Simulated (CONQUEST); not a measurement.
Runs of CONQUEST 1.3 on GaP. The structure is cubic, space group F-43m (No. 216). Conventional cell: a = 5.451 Å, b = 5.451 Å, c = 5.451 Å, α = 90.00°, β = 90.00°, γ = 90.00°. Ga (site symmetry -43m) is surrounded by 4 P at 2.36 Å. P (site symmetry -43m) has 4 Ga at 2.36 Å as nearest neighbours. 

| task | level | potentials or basis | spin | fixed moment (μB) | cell | k mesh | smearing | SCF tolerance | ensemble | temperature | max steps of the ions | other keys | mesh quality | gap on the mesh (eV) | pressure (GPa) | moment (μB) |
| --- | --- | --- | --- | --- | --- | --- | --- | --- | --- | --- | --- | --- | --- | --- | --- | --- |
| single point | LDA | PseudoDojo NC LDA, DZ, grid cutoff 120 Ha | off | - | as given | 5 × 5 × 3 | fermi-dirac 0.05 eV | 1e-06 | - | - | - | - | not flagged | (a) | -0.3 | - |
| density of states | BP86 | PseudoDojo NC PBEsol, DZ, grid cutoff 80 Ha | off | - | as given | 7 × 7 × 5 | fermi-dirac 0.05 eV | 1e-05 | - | - | - | minE.SCTolerance = 1e-5 | not flagged | 1.77 | - | - |
| band structure | PBEsol | PseudoDojo NC PBEsol, DZP, grid cutoff 120 Ha | collinear, ferromagnetic start | 1 | volume scaled by 0.88 | 6 × 6 × 5 | fermi-dirac 0.05 eV | 1e-06 | - | - | - | - | not flagged | - | - | 1.00 |
| single point | PBEsol | PseudoDojo NC PBEsol, DZP, grid cutoff 120 Ha | collinear, ferromagnetic start | 1 | volume scaled by 0.88 | 6 × 6 × 5 | fermi-dirac 0.05 eV | 1e-06 | - | - | - | - | not flagged | - | 15.2 | 1.00 |

Problem. Fill in the values left out.

Solution. (a) 1.61.

Caveats: the basis of atomic orbitals isn't converged, which shifts pressures, moduli and gaps; the atomic basis is small (some runs); an odd mesh through Γ misses points on the zone boundary, where band edges often lie (some runs); the total moment is fixed, so each spin has its own Fermi level (some runs); the real-space grid breaks the cell's symmetry a little (some runs); the potentials were made for another functional, which shifts forces and pressure (some runs).

A k mesh can miss the band edges, and the runs leave out spin-orbit coupling on Ga.

Runs at the PBE level aren't shown here.
